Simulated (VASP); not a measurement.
# ZrS2 (P-3m1) in VASP: a series of runs

The runs below take ZrS2 through relaxation of cell and atoms, with PBEsol+D3(BJ), PBEsol, LDA.

Everything below comes from runs of VASP 6.6.1. Logs are shortened: lines on timing, memory, paths and dates and some standing lists are left out, and cuts for length are marked.

### Step 1. Starting point

It takes space group P-3m1 (No. 164, trigonal). The conventional cell has a = 3.691 Å, b = 3.691 Å, c = 6.041 Å, α = 90.00°, β = 90.00°, γ = 120.00°. Around Zr (site symmetry -3m) lie 6 S at 2.57 Å. Around S (site symmetry 3m) lie 3 Zr at 2.57 Å.

The cell is a database's computed one.

### Step 2. Relaxation of cell and atoms, PBEsol+D3(BJ)

File INCAR:

```
PREC = Accurate ; ENCUT = 200
EDIFF = 1E-6 ; ISMEAR = 0
SIGMA = 0.02 ; LREAL = F
LASPH = T ; NELM = 60
ALGO = Normal ; ISIF = 3
LWAVE = F ; LCHARG = F
GGA = PS ; IVDW = 12
IBRION = 2 ; NSW = 40
EDIFFG = -0.02
```

File KPOINTS:

```
Automatic mesh
0
Gamma
  8 8 4
```

File POSCAR:

```
ZrS2
1.0
    3.6913825500      0.0000000000      0.0000000000
   -1.8456912700      3.1968310600      0.0000000000
    0.0000000000      0.0000000000      6.0410770100
Zr S
1 2
Direct
    0.0000000000      0.0000000000      0.0000000000
    0.6666666700      0.3333333300      0.7620900300
    0.3333333300      0.6666666700      0.2379099700
```

Potentials or basis: VASP PAW PBE potentials, release 64 (Zr_sv, S).

The run is started by

```console
> cat potpaw_PBE.64/Zr_sv/POTCAR potpaw_PBE.64/S/POTCAR > POTCAR
> mpirun -np 1 vasp_std > vasp.out
```

OUTCAR:

```text
PREC = Accurate
   ENCUT = 200
   EDIFF = 1E-6
   ISMEAR = 0
   LREAL = F
   LASPH = T
   NELM = 60
   ISIF = 3
   GGA = PS
   IVDW = 12
   IBRION = 2
   NSW = 40
   EDIFFG = -0.02
 IVDW          = 12

 ion  position               nearest neighbor table
   1  0.000  0.000  0.000-   2 2.57   3 2.57   3 2.57   2 2.57   2 2.57   3 2.57
   2  0.667  0.333  0.762-   1 2.57   1 2.57   1 2.57
   3  0.333  0.667  0.238-   1 2.57   1 2.57   1 2.57

  LATTYP: Found a hexagonal cell.
 ALAT       =     3.6913825500
 C/A-ratio  =     1.6365350727

  Lattice vectors:

 A1 = (   3.6913825500,   0.0000000000,   0.0000000000)
 A2 = (  -1.8456912700,   3.1968310600,   0.0000000000)
 A3 = (   0.0000000000,   0.0000000000,   6.0410770100)

Analysis of symmetry for initial positions (statically):
=====================================================================
 Subroutine PRICEL returns:
 Original cell was already a primitive cell.

 Routine SETGRP: Setting up the symmetry group for a
 hexagonal supercell.

 Subroutine GETGRP returns: Found 12 space group operations
 (whereof 12 operations were pure point group operations)
 out of a pool of 24 trial point group operations.

The static configuration has the point symmetry D_3d.

Analysis of symmetry for dynamics (positions and initial velocities):
=====================================================================
 Subroutine PRICEL returns:
 Original cell was already a primitive cell.

 Routine SETGRP: Setting up the symmetry group for a
 hexagonal supercell.

 Subroutine GETGRP returns: Found 12 space group operations
 (whereof 12 operations were pure point group operations)
 out of a pool of 24 trial point group operations.

The dynamic configuration has the point symmetry D_3d.

 Subroutine INISYM returns: Found 12 space group operations
 (whereof 12 operations are pure point group operations),
 and found     1 'primitive' translations

----------------------------------------------------------------------------------------

                                     Primitive cell

  volume of cell :      71.2891

  direct lattice vectors                    reciprocal lattice vectors
     3.691382550  0.000000000  0.000000000     0.270901210  0.156404886  0.000000000
    -1.845691270  3.196831060  0.000000000     0.000000000  0.312809774  0.000000000
     0.000000000  0.000000000  6.041077010     0.000000000  0.000000000  0.165533397

  length of vectors
     3.691382550  3.691382545  6.041077010     0.312809773  0.312809774  0.165533397

  position of ions in fractional coordinates (direct lattice)
     0.000000000  0.000000000  0.000000000
     0.666666670  0.333333330  0.762090030
     0.333333330  0.666666670  0.237909970

  ion indices of the primitive-cell ions
   primitive index   ion index
                 1           1
                 2           2
                 3           3

----------------------------------------------------------------------------------------

 KPOINTS: Automatic mesh

Automatic generation of k-mesh.
 Grid dimensions read from file:
 generate k-points for:    8    8    4

 Generating k-lattice:

  Cartesian coordinates                     Fractional coordinates (reciprocal lattice)
     0.033862651  0.019550611  0.000000000     0.125000000 -0.000000000  0.000000000
     0.000000000  0.039101222  0.000000000     0.000000000  0.125000000  0.000000000
     0.000000000  0.000000000  0.041383349     0.000000000  0.000000000  0.250000000

  Length of vectors
     0.039101222  0.039101222  0.041383349

  Shift w.r.t. Gamma in fractional coordinates (k-lattice)
     0.000000000  0.000000000  0.000000000

 Subroutine IBZKPT returns following result:
 ===========================================

 Found     35 irreducible k-points:

 Following reciprocal coordinates:
            Coordinates               Weight
  0.000000  0.000000  0.000000      1.000000
  0.125000  0.000000  0.000000      6.000000
  0.250000  0.000000  0.000000      6.000000
  0.375000  0.000000  0.000000      6.000000
  0.500000  0.000000  0.000000      3.000000
  0.125000  0.125000  0.000000      6.000000
[... 16 lines left out ...]
 -0.125000  0.500000  0.250000     12.000000
  0.250000  0.250000  0.250000     12.000000
 [... further k-points ...]
   k-points           NKPTS =     35   k-points in BZ     NKDIM =     35   number of bands    NBANDS=     16
   number of dos      NEDOS =    301   number of ions     NIONS =      3
   total plane-waves  NPLWV =   9072
   dimension x,y,z NGX =    18 NGY =   18 NGZ =   28
   dimension x,y,z NGXF=    36 NGYF=   36 NGZF=   56
   ions per type =               1   2
   NGX,Y,Z   is equivalent  to a cutoff of   8.11,  8.11,  7.71 a.u.
   NGXF,Y,Z  is equivalent  to a cutoff of  16.21, 16.21, 15.41 a.u.
 SYSTEM =  unknown system
   PREC   = accura    normal or accurate (medium, high low for compatibility)
   ISTART =      0    job   : 0-new  1-cont  2-samecut
   ICHARG =      2    charge: 1-file 2-atom 10-const
   ISPIN  =      1    spin polarized calculation?
   LNONCOLLINEAR =      F non collinear calculations
   LSORBIT =      F    spin-orbit coupling
   LASPH  =      T    aspherical Exc in radial PAW
   ENCUT  =  200.0 eV  14.70 Ry    3.83 a.u.   4.26  4.26  6.97*2*pi/ulx,y,z
   NELM   =     60;   NELMIN=  2; NELMDL= -5     # of ELM steps
   EDIFF  = 0.1E-05   stopping-criterion for ELM
   LREAL  =      F    real-space projection
   EDIFFG = -.2E-01   stopping-criterion for IOM
   NSW    =     40    number of steps for IOM
   IBRION =      2    ionic relax: 0-MD 1-quasi-New 2-CG
   NFREE  =      1    steps in history (QN), initial steepest desc. (CG)
   ISIF   =      3    stress and relaxation
   ISYM   =      2    0-nonsym 1-usesym 2-fastsym
   POTIM  = 0.5000    time-step for ionic-motion
   TEBEG  =    0.0;   TEEND  =   0.0 temperature during run
   PSTRESS=    0.0 pullay stress
   NELECT =      24.0000    total number of electrons
   NUPDOWN=      -1.0000    fix difference up-down
   EMIN   =  10.00;   EMAX   =-10.00  energy-range for DOS
   EFERMI =   0.00;   METHOD = LEGACY
   ISMEAR =     0;   SIGMA  =   0.02  broadening in eV -4-tet -1-fermi 0-gaus
   EFERMI_NEDOS =   21; number of points for ismear=-14 and -15
   IALGO  =     38    algorithm
   IMIX   =      4    mixing-type and parameters
     AMIX     =   0.40;   BMIX     =  1.00
     AMIX_MAG =   1.60;   BMIX_MAG =  1.00
  volume/ion in A,a.u.               =      23.76       160.36
  Fermi-wavevector in a.u.,A,eV,Ry     =   1.138861  2.152136 17.646828  1.297005
  Thomas-Fermi vector in A             =   2.275565
   LORBIT       =      0    0 simple, 1 ext, 2 COOP (PROOUT), +10 PAW based schemes
   GGA     = PS    functional components
   LHFCALC =     F    Hartree Fock is set to
   AEXX    =    0.0000 exact exchange contribution
   IVDW    =    12    specifies the selected vdW correction
   LEPSILON=     F    determine dielectric tensor
   LRPA    =     F    only Hartree local field effects (RPA)
 conjugate gradient relaxation of ions
 non-spin polarized calculation
 Gauss-broadening in eV      SIGMA  =   0.02
  energy-cutoff  :      200.00
  volume of cell :       71.29
 maximum number of plane-waves:       470
 NGX is ok and might be reduce to    18
   NGX =  9   NGY =  9   NGZ = 13

--------------------------------------- Ionic step        1  -------------------------------------------

 number of electron      24.0000016 magnetization

 Free energy of the ion-electron system (eV)
  ---------------------------------------------------
  ext. energy  EPLUGINS =         0.00000000
  ---------------------------------------------------
  free energy    TOTEN  =       -22.33842085 eV

  energy without entropy =      -22.33842085  energy(sigma->0) =      -22.33842085

------------------------ aborting loop because EDIFF is reached ----------------------------------------

 Edisp (eV)   -0.90285

 E8    (eV) :    -0.5879

  FORCE on cell =-STRESS in cart. coord.  units (eV):
  Direction    XX          YY          ZZ          XY          YZ          ZX
  --------------------------------------------------------------------------------------
  -------------------------------------------------------------------------------------
  Total      -6.61013    -6.61013    -5.78432    -0.00000     0.00000    -0.00000
  in kB    -148.55852  -148.55852  -129.99900    -0.00000     0.00000    -0.00000
  external pressure =     -142.37 kB  Pullay stress =        0.00 kB
[... 100 lines left out ...]
  FREE ENERGIE OF THE ION-ELECTRON SYSTEM (eV)
  ---------------------------------------------------
  free  energy   TOTEN  =       -23.5749535186 eV

  energy  without entropy=      -23.5749535186  energy(sigma->0) =      -23.57495352

 E-fermi :   5.2418     XC(G=0):  -9.9861

 val. band max:        5.1360913972   @ k =   0.1250   0.0000   0.0000
 cond. band min:       5.9868659679   @ k =   0.5000   0.0000   0.5000
 fundamental gap:      0.8507745707
 Fermi energy:         5.2418329298

 k-point     1 :       0.0000    0.0000    0.0000
  band No.  band energies     occupation
      1     -43.4003      2.00000
      2     -21.5935      2.00000
      3     -21.3788      2.00000
      4     -21.3788      2.00000
      5      -7.9438      2.00000
      6      -6.2010      2.00000
[... 8 lines left out ...]
     15       7.6377      0.00000
     16      10.6039      0.00000
[... 420 lines left out ...]
  band No.  band energies     occupation
      1     -43.3686      2.00000
      2     -21.7027      2.00000
      3     -21.5455      2.00000
      4     -21.5045      2.00000
      5      -6.5973      2.00000
      6      -6.4406      2.00000
[... 8 lines left out ...]
     15       8.8453      0.00000
     16      10.2192      0.00000

 [... further k-points ...]

[... ionic steps 4 to 10 ...]

--------------------------------------- Ionic step       11  -------------------------------------------

 number of electron      24.0000009 magnetization

------------------------ aborting loop because EDIFF is reached ----------------------------------------

 Edisp (eV)   -1.13057

 E8    (eV) :    -0.7383
[... 71 lines left out ...]
  energy  without entropy=      -23.8747820233  energy(sigma->0) =      -23.87484228

--------------------------------------- Ionic step       13  -------------------------------------------

 number of electron      24.0000008 magnetization

 Free energy of the ion-electron system (eV)
  ---------------------------------------------------
  ext. energy  EPLUGINS =         0.00000000
  ---------------------------------------------------
  free energy    TOTEN  =       -22.74525709 eV

  energy without entropy =      -22.74513657  energy(sigma->0) =      -22.74519683

 E-fermi :   6.9619     XC(G=0): -10.6936

 val. band max:        6.7414574824   @ k =   0.1250   0.0000   0.0000
 cond. band min:       6.9680247357   @ k =   0.5000   0.0000   0.5000
 fundamental gap:      0.2265672533
 Fermi energy:         6.9619333294

 k-point     1 :       0.0000    0.0000    0.0000
  band No.  band energies     occupation
      1     -42.0267      2.00000
      2     -20.2323      2.00000
      3     -19.9867      2.00000
      4     -19.9867      2.00000
      5      -6.9112      2.00000
      6      -4.7184      2.00000
[... 8 lines left out ...]
     15       8.5377      0.00000
     16      11.1520      0.00000
[... 420 lines left out ...]
  band No.  band energies     occupation
      1     -41.9902      2.00000
      2     -20.3307      2.00000
      3     -20.1651      2.00000
      4     -20.1303      2.00000
      5      -5.4109      2.00000
      6      -5.0203      2.00000
[... 8 lines left out ...]
     15      10.5429      0.00000
     16      11.6056      0.00000

 [... further k-points ...]

------------------------ aborting loop because EDIFF is reached ----------------------------------------

 Edisp (eV)   -1.12985

 E8    (eV) :    -0.7378

  FORCE on cell =-STRESS in cart. coord.  units (eV):
  Direction    XX          YY          ZZ          XY          YZ          ZX
  --------------------------------------------------------------------------------------
  -------------------------------------------------------------------------------------
  Total       0.05267     0.05267     0.03568     0.00000    -0.00000     0.00000
  in kB       1.46118     1.46118     0.98996     0.00000    -0.00000     0.00000
  external pressure =        1.30 kB  Pullay stress =        0.00 kB
[... 18 lines left out ...]
  FREE ENERGIE OF THE ION-ELECTRON SYSTEM (eV)
  ---------------------------------------------------
  free  energy   TOTEN  =       -23.8751056852 eV

  energy  without entropy=      -23.8749851677  energy(sigma->0) =      -23.87504543

 reached required accuracy - stopping structural energy minimisation
```

It took 81 s on 1 thread of AMD EPYC 7R13 (Zen 3), shared host; peak memory 0.1 GiB.

The run converged, but a check on its numbers failed (symmetry, net force, bounds or a known fault of this set-up), so they aren't taken as properties of the crystal.

Caveat: the cutoff lies under the usual one of these potentials, so the numbers hold a large basis-set error; the PAW data sets were made with another functional, which shifts forces and pressure a little.

[end of part 1 of 2]
